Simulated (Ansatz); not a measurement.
Sb:

```
Sb
1.0
     3.35453    0.00000    0.00000
    -1.67727    2.90511    0.00000
     0.00000    0.00000    5.47016
Sb
2
Direct
  0.66667 0.33333 0.75000
  0.33333 0.66667 0.25000
```

This isn't the form of Sb at room conditions, which is rhombohedral.

* Program: Ansatz 0.2.0
* Task: relaxation of cell and atoms
* Functional: PBEsol
* Potentials or basis: all-electron LAPW, scalar-relativistic
* Basis error allowed: 0.001 eV/atom
* k mesh: 9 × 9 × 5
* Occupations: fermi-dirac, width 0.05 eV
* Spin: no spin polarisation

At the start: volume 26.65 Å³/atom.

Problem. Where does the relaxation end?

Solution. Over 9 steps the energy falls by 3.7 meV/atom and the volume is 26.03 Å³/atom (-2.3 %); space group P6_3/mmc (No. 194, to 0.05 Å).

The path:
```
step  energy change (eV)  largest force (eV/Å)  volume (Å³)
   1              0.0000                0.0000        53.31
   2             -0.0051                0.0000        51.33
   3             -0.0068                0.0000        52.01
   4             -0.0069                0.0000        51.99
   5             -0.0070                0.0000        51.93
   6             -0.0072                0.0000        51.91
   7             -0.0074                0.0000        51.92
   8             -0.0075                0.0000        52.07
   9             -0.0075                0.0000        52.07
```

Final structure:
```cif
data_structure
_symmetry_space_group_name_H-M 'P 1'
_symmetry_Int_Tables_number 1
_cell_length_a 3.3551
_cell_length_b 3.3551
_cell_length_c 5.3408
_cell_angle_alpha 90.000
_cell_angle_beta 90.000
_cell_angle_gamma 120.000
_cell_volume 52.07
loop_
_atom_site_label
_atom_site_type_symbol
_atom_site_fract_x
_atom_site_fract_y
_atom_site_fract_z
_atom_site_occupancy
Sb1 Sb 0.66667 0.33333 0.75000 1
Sb2 Sb 0.33333 0.66667 0.25000 1
```
